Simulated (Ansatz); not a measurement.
# A plane-wave run on TiPbO3

Input file of Ansatz 0.2.0:

```yaml
crystal:
  lattice:
    - [3.94365927, 0.0, 0.0]
    - [0.0, 3.94365927, 0.0]
    - [0.0, 0.0, 7.88731855]
  atoms:
    - { symbol: Pb, position: [0.0, 0.0, 0.0] }
    - { symbol: Pb, position: [0.0, 0.0, 0.5] }
    - { symbol: Ti, position: [0.5, 0.5, 0.25] }
    - { symbol: Ti, position: [0.5, 0.5, 0.75] }
    - { symbol: O, position: [0.0, 0.5, 0.25] }
    - { symbol: O, position: [0.0, 0.5, 0.75] }
    - { symbol: O, position: [0.5, 0.0, 0.25] }
    - { symbol: O, position: [0.5, 0.0, 0.75] }
    - { symbol: O, position: [0.5, 0.5, 0.0] }
    - { symbol: O, position: [0.5, 0.5, 0.5] }
kpoints:
  mp_grid: { grid: [6, 6, 3], shift: [0, 0, 0] }
  band_path:
    path:
      - [0.0, 0.0, 0.0]
      - [0.0, 0.5, 0.0]
      - [0.5, 0.5, 0.0]
      - [0.0, 0.0, 0.0]
      - [0.5, 0.5, 1.0]
      - [0.0, 0.5, 0.0]
      - [0.5, 0.5, 1.0]
      - [0.5, 0.5, 0.0]
    npoints: 8
magnetization:
  spin_polarized: true
scf:
  occupations: { method: gaussian, width: 0.0808 }
  lower_state_search: "off"
  max_iter: 200
hamiltonian:
  pseudopotentials: { kind: paw }
  xc: pbe
  hubbard:
    projectors: all-electron-ortho-atomic
    sites: [{ species: Ti, l: d, u_eff: 1.02 }]
basis:
  ecutwfc: 420
  fft_grid_basis: typed
output:
  forces: true
  stress: true
  eigenvalues: true
  bader: true
  populations: true
  elf: true
  write_potential: true
  volumetric_format: npy
  dos:
    e_range: [-12, 8]
    de: 0.05
    projected: { site_lists: { O: [O], Pb: [Pb], Ti: [Ti] } }
checkpoint:
  read: saved_state
```

The run starts from an earlier solution of this cell. The state carries no moments; the state need not be the lowest.

Output (shortened):

```
SCF iter   1: F=—  Δρ=1.77e-3  dr2=1.09e-3  dr2_m=0.00e0  M=0.000 μB ∫|m|=0.000 μB
SCF iter   2: F=—  Δρ=1.26e-3  dr2=5.31e-4  dr2_m=0.00e0  M=0.000 μB ∫|m|=0.000 μB
SCF iter   3: F=—  Δρ=1.86e-4  dr2=1.29e-4  dr2_m=0.00e0  M=0.000 μB ∫|m|=0.000 μB
SCF iter   4: F=—  Δρ=2.07e-5  dr2=1.68e-6  dr2_m=0.00e0  M=0.000 μB ∫|m|=0.000 μB
SCF iter   5: F=—  Δρ=9.15e-6  dr2=3.51e-7  dr2_m=0.00e0  M=0.000 μB ∫|m|=0.000 μB
SCF iter   6: F=-32222.8868 eV  Δρ=3.77e-6  dr2=6.59e-8  dr2_m=0.00e0  M=0.000 μB ∫|m|=0.000 μB
Magnetization: 0.0000 μB (44.0000 up, 44.0000 down)
Absolute magnetization: 0.0000 μB (∫|ρ↑−ρ↓|)
Spin contamination: 0.0000 ħ² per cell (⟨S²⟩ above its minimum at these occupations)
Per-site moments (μB) at R_I (Å): [(0.0, 1.1503), (0.0, 1.1503), (0.0, 0.8134), (0.0, 0.8134), (0.0, 0.8134), (0.0, 0.8134), (0.0, 0.8134), (0.0, 0.8134), (0.0, 0.8134), (0.0, 0.8134)]
Free energy (F): -32222.8868 eV
Harris-Foulkes:  -32222.8868 eV  (|F-HF|=1.43e-8)
Internal energy: -32222.8868 eV  (E = F + TS)
E sigma→0 (E₀):  -32222.8868 eV
Fermi energy:    11.7215 eV
--- Stress (GPa, compression-positive) ---
        3.4390       0.0000       0.0000
        0.0000       3.4390       0.0000
        0.0000       0.0000       3.4395
  P = ⅓ Tr σ = 3.4391 GPa (34.391 kbar)
--- Löwdin populations: 10 sites ---
  site symbol       q [e]    m [muB]
     0     Pb     13.0310     0.0000
     1     Pb     13.0310     0.0000
     2     Ti     10.6543     0.0000
     3     Ti     10.6543     0.0000
     4      O      6.7176     0.0000
     5      O      6.7176     0.0000
     6      O      6.7176     0.0000
     7      O      6.7176     0.0000
     8      O      6.7176     0.0000
     9      O      6.7176     0.0000
  spilling = 0.0037 (of n_electrons = 88.0000)
--- Bader charges: 10 sites ---
  site symbol  charge [e]  shift [e]    m [muB]
     0     Pb      1.3912     0.0000     0.0000
     1     Pb      1.3912     0.0000     0.0000
     2     Ti      2.2815     0.0035     0.0000
     3     Ti      2.2815     0.0035     0.0000
     4      O     -1.2242     0.0012     0.0000
     5      O     -1.2242     0.0012     0.0000
     6      O     -1.2242     0.0012     0.0000
     7      O     -1.2242     0.0012     0.0000
     8      O     -1.2242     0.0012     0.0000
     9      O     -1.2242     0.0012     0.0000
```

Origin: a database entry at a rescaled volume. Caveats: the input typed no starting moments.
